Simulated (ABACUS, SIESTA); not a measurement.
This is a calculation of GaAs for SIESTA 5.4.2. 

Contents of GaAs.fdf:

```
SystemName                      GaAs
SystemLabel                     GaAs
NumberOfSpecies                 2
NumberOfAtoms                   2
%block ChemicalSpeciesLabel
  1  33 As
  2  31 Ga
%endblock ChemicalSpeciesLabel

UseStructFile                   true

%block kgrid.MonkhorstPack
    8   0   0  0.0
    0   8   0  0.0
    0   0   8  0.0
%endblock kgrid.MonkhorstPack
XC.Functional                   GGA
XC.Authors                      PBE
PAO.BasisSize                   DZP
PAO.EnergyShift                 0.003 Ry
Mesh.Cutoff                     800 Ry
OccupationFunction              FD
ElectronicTemperature           0.05 eV
MaxSCFIterations                120
SCF.MustConverge                false
SCF.Mixer.Method                Pulay
SCF.Mixer.Weight                0.25
SCF.Mixer.History               8
SCF.DM.Tolerance                5.0e-05
SCF.H.Tolerance                 1.0e-03 eV
WriteForces                     true
Charge.Mulliken                 end
Charge.Hirshfeld                end
Charge.Voronoi                  end
SaveRho                         true
SaveElectrostaticPotential      true
%block PAO.Basis
  As 4
  n=4 0 2
    5.512 0.000
  n=4 1 2
    7.356 0.000
  n=3 2 2
    2.890 0.000
  n=4 2 1
    7.356
  Ga 4
  n=4 0 2
    6.575 0.000
  n=4 1 2
    9.448 0.000
  n=3 2 2
    3.582 0.000
  n=4 2 1
    9.448
%endblock PAO.Basis
```

The input GaAs.STRUCT_IN:

```
   0.0000000000     2.8268500000     2.8268500000
   2.8268500000     0.0000000000     2.8268500000
   2.8268500000     2.8268500000     0.0000000000
2
1  33    0.7500000000     0.7500000000     0.7500000000
2  31    0.0000000000     0.0000000000     0.0000000000
```

Potentials or basis: PseudoDojo 0.4 standard (PBE files), converted to PSML, two zetas on semicore shells, DZP (energy shift 0.003 Ry; two zetas on semicore shells).

Run with:

```console
$ siesta GaAs.fdf > GaAs.out 2>&1
```

Question: Translate it to ABACUS 3.10.1. Potentials or basis there: PseudoDojo NC SR 0.4.1 PBE standard, plane waves, cutoff 1143 eV.

Answer: As run (cutoffs and basis follow the program's own potentials, and thresholds, step limits or extra output files can differ):

INPUT

```
INPUT_PARAMETERS
suffix              GaAs
calculation         scf
basis_type          pw
pseudo_dir          ./
symmetry            1
dft_functional      pbe
ecutwfc             84
pseudo_rcut         10
nspin               1
nbands              18
ks_solver           dav
smearing_method     fd
smearing_sigma      0.00367493
scf_thr             1e-08
scf_nmax            100
mixing_type         broyden
mixing_beta         0.7
cal_force           1
cal_stress          1
out_chg             1
out_pot             2
out_elf             1
```

Contents of STRU:

```
ATOMIC_SPECIES
As 74.9216 As.upf
Ga 69.7230 Ga.upf

LATTICE_CONSTANT
1.8897261246

LATTICE_VECTORS
0.0000000000 2.8268500000 2.8268500000
2.8268500000 0.0000000000 2.8268500000
2.8268500000 2.8268500000 0.0000000000

ATOMIC_POSITIONS
Direct

As
0.0
1
0.7500000000 0.7500000000 0.7500000000 1 1 1

Ga
0.0
1
0.0000000000 0.0000000000 0.0000000000 1 1 1
```

File KPT:

```
K_POINTS
0
Gamma
8 8 8 0 0 0
```

Potentials or basis: PseudoDojo NC SR 0.4.1 PBE standard, plane waves.

Command:

```bash
$ OMP_NUM_THREADS=1 mpirun -np 4 abacus > log
```

Both were run:

|  | SIESTA | ABACUS |
| --- | --- | --- |
| Pressure | 4.1 GPa | 3.4 GPa |

Pressure is positive in compression.
